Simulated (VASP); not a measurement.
**SiO2: relaxation of cell and atoms with PBEsol**

Crystal: SiO2.

```
Si O
1.0
     4.98770    0.00000    0.00000
     0.00000    4.98770    0.00000
     0.00000    0.00000    6.96970
Si O
4 8
Cartesian
  1.4709 1.4709 0.0000
  1.0230 3.9647 1.7424
  3.5168 3.5168 3.4848
  3.9647 1.0230 5.2273
  1.2050 0.4828 1.2176
  2.0110 3.6989 2.9600
  3.7827 4.5049 4.7025
  2.9767 1.2888 6.4449
  3.6989 2.0110 4.0097
  4.5049 3.7827 2.2672
  1.2888 2.9767 0.5248
  0.4828 1.2050 5.7521
```

```json
{
  "Program": "VASP 6.6.1",
  "Task": "relaxation of cell and atoms",
  "Functional": "PBEsol",
  "Potentials or basis": "VASP PAW PBE potentials, release 64 (Si, O)",
  "Cutoff": "600 eV",
  "k mesh": "4 × 4 × 4",
  "Occupations": "gaussian, width 0.02 eV",
  "Spin": "no spin polarisation",
  "Further INCAR settings": "ALGO = Normal; EDIFF = 1e-07; IBRION = 2; EDIFFG = -0.005; NSW = 90; ISIF = 3"
}
```

```
Relaxed volume                         : 14.78 Å³/atom
Relaxed cell                           : a = 5.030 Å, b = 5.030 Å, c = 7.008 Å, α = 90.00°, β = 90.00°, γ = 90.00°
Space group after relaxing (to 0.05 Å) : P4_12_12 (No. 92)
Energy gained by relaxing              : 13.6 meV/atom
Ionic steps                            : 64
Pressure after relaxing                : 0.0 GPa
Largest force after relaxing           : 0.004 eV/Å
Band gap on the k mesh                 : 5.56 eV, direct
```

Forces on the atoms (eV/Å):
```
Si   0.001  0.001  0.000
Si  -0.001  0.001  0.000
Si  -0.001 -0.001  0.000
Si   0.001 -0.001  0.000
O   -0.002  0.003  0.000
O   -0.003 -0.002  0.000
O    0.002 -0.003  0.000
O    0.003  0.002  0.000
O   -0.002 -0.003  0.000
O   -0.003  0.002  0.000
O    0.002  0.003  0.000
O    0.003 -0.002  0.000
```

Step by step:
| step | energy change (eV) | largest force (eV/Å) | pressure (GPa) | volume (Å³) |
| --- | --- | --- | --- | --- |
| 1 | 0.0000 | 0.6137 | 6.98 | 173.39 |
| 3 | -0.1503 | 0.3450 | 0.73 | 179.02 |
| 5 | -0.1045 | 0.7538 | -2.05 | 182.01 |
| 7 | -0.1607 | 0.0296 | -0.07 | 179.80 |
| 9 | -0.1611 | 0.0337 | 0.14 | 179.58 |
| 11 | -0.1614 | 0.0237 | 0.05 | 179.66 |
| 13 | -0.1615 | 0.0126 | -0.03 | 179.72 |
| 15 | -0.1616 | 0.0086 | -0.07 | 179.68 |
| 17 | -0.1617 | 0.0222 | -0.14 | 179.59 |
| 19 | -0.1617 | 0.0188 | -0.12 | 179.49 |
| 21 | -0.1618 | 0.0185 | -0.07 | 179.29 |
| 23 | -0.1619 | 0.0196 | 0.02 | 179.15 |
| 25 | -0.1619 | 0.0245 | 0.11 | 179.02 |
| 27 | -0.1621 | 0.0167 | 0.10 | 178.97 |
| 29 | -0.1622 | 0.0405 | 0.06 | 178.75 |
| 31 | -0.1623 | 0.0168 | 0.03 | 178.82 |
| 33 | -0.1624 | 0.0132 | -0.01 | 178.83 |
| 35 | -0.1624 | 0.0102 | -0.04 | 178.81 |
| 37 | -0.1625 | 0.0219 | -0.17 | 178.72 |
| 39 | -0.1625 | 0.0154 | -0.13 | 178.73 |
| 41 | -0.1626 | 0.0120 | -0.08 | 178.58 |
| 43 | -0.1627 | 0.0144 | -0.01 | 178.37 |
| 45 | -0.1627 | 0.0260 | 0.05 | 178.24 |
| 47 | -0.1628 | 0.0154 | 0.04 | 178.16 |
| 49 | -0.1629 | 0.0324 | 0.02 | 177.78 |
| 51 | -0.1630 | 0.0115 | -0.03 | 177.93 |
| 53 | -0.1630 | 0.0076 | -0.05 | 177.87 |
| 55 | -0.1631 | 0.0162 | -0.07 | 177.70 |
| 57 | -0.1631 | 0.0156 | 0.01 | 177.32 |
| 59 | -0.1631 | 0.0051 | -0.01 | 177.42 |
| 61 | -0.1631 | 0.0093 | 0.06 | 177.30 |
| 63 | -0.1631 | 0.0058 | 0.03 | 177.35 |
| 64 | -0.1632 | 0.0042 | 0.03 | 177.33 |

Final structure:
```yaml
crystal:
  lattice:
    - [5.03038, 0.00000, 0.00000]
    - [0.00000, 5.03038, 0.00000]
    - [0.00000, 0.00000, 7.00777]
  atoms:
    - { symbol: Si, position: [0.29848, 0.29848, 0.00000] }
    - { symbol: Si, position: [0.20152, 0.79848, 0.25000] }
    - { symbol: Si, position: [0.70152, 0.70152, 0.50000] }
    - { symbol: Si, position: [0.79848, 0.20152, 0.75000] }
    - { symbol: O, position: [0.23960, 0.10225, 0.17838] }
    - { symbol: O, position: [0.39775, 0.73960, 0.42838] }
    - { symbol: O, position: [0.76040, 0.89775, 0.67838] }
    - { symbol: O, position: [0.60225, 0.26040, 0.92838] }
    - { symbol: O, position: [0.73960, 0.39775, 0.57162] }
    - { symbol: O, position: [0.89775, 0.76040, 0.32162] }
    - { symbol: O, position: [0.26040, 0.60225, 0.07162] }
    - { symbol: O, position: [0.10225, 0.23960, 0.82162] }
```

Levels at points of the mesh, in eV from the valence-band top:
| k point | band 29 | band 30 | band 31 | band 32 | band 33 | band 34 | band 35 | band 36 |
| --- | --- | --- | --- | --- | --- | --- | --- | --- |
| (0.00, 0.00, 0.00) | -0.67 | -0.28 | -0.28 | 0.00 | 5.56 | 8.64 | 8.64 | 8.98 |
| (0.50, 0.00, 0.00) | -0.65 | -0.65 | -0.48 | -0.48 | 7.57 | 7.57 | 9.10 | 9.10 |
| (0.50, 0.50, 0.00) | -0.59 | -0.59 | -0.55 | -0.55 | 8.54 | 8.54 | 8.64 | 8.64 |
| (0.00, 0.00, 0.50) | -0.52 | -0.52 | -0.39 | -0.39 | 6.79 | 6.79 | 9.23 | 9.23 |
| (0.50, 0.00, 0.50) | -0.93 | -0.93 | -0.17 | -0.17 | 7.81 | 7.81 | 8.83 | 8.83 |
| (0.50, 0.50, 0.50) | -0.63 | -0.63 | -0.63 | -0.63 | 9.05 | 9.05 | 9.05 | 9.05 |

It took 45 min on 1 thread of Intel(R) Xeon(R) Platinum 8488C (Sapphire Rapids), with other jobs on the host, peak memory 0.35 GiB.

Caveat: the PAW data sets were made with another functional, which shifts forces and pressure a little. Zero-point motion and thermal expansion aren't in these numbers.
